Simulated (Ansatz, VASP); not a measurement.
# AlNi3: VASP beside Ansatz

```
Ni Al
1.0
     3.52305    0.00000    0.00000
     0.00000    3.52305    0.00000
     0.00000    0.00000    3.52305
Ni Al
3 1
Direct
  0.50269 0.49641 0.01358
  0.50059 0.00624 0.49795
  0.98379 0.49754 0.50453
  0.99986 0.99934 0.99802
```

Change from the starting cell: atoms moved at random, drawn with an rms of 0.05 Å.

Alike in both runs: task single point; functional PBE; k mesh 8 × 8 × 8; occupations fermi-dirac, width 0.05 eV; collinear spin, ferromagnetic start.

|  | VASP | Ansatz |
| --- | --- | --- |
| version | VASP 6.6.1 | Ansatz 0.2.0 |
| potentials or method | VASP PAW PBE potentials, release 64 (Ni, Al) | Ansatz PAW |
| plane-wave cutoff (eV) | 520 | 420 |
| valence electrons in the cell | 33 | 57 |

Ansatz gave:

| Item | Value |
| --- | --- |
| gap on the k mesh at the Fermi level (eV) | none |
| pressure (GPa) | 7.8 |
| largest component of the traceless stress (GPa) | 0.23 |
| rms of the force components (eV/Å) | 0.308 |
| net moment per atom (μB) | 0.18 |
| size of the moment on the site where the two differ most (μB) | 0.26 |

**Question.** What did VASP give for the same quantities?

**Answer.** gap on the k mesh at the Fermi level (eV): none; pressure (GPa): 7.8; largest component of the traceless stress (GPa): 0.23; rms of the force components (eV/Å): 0.304; net moment per atom (μB): 0.17; size of the moment on the site where the two differ most (μB): 0.24.

Site moments also hang on the region over which each program counts them. Atom by atom the forces differ by 0.004 eV/Å (rms over components). A gap of «none» marks a metal or a gap that the smearing closes. The two sets of potentials don't hold the same shells in valence.
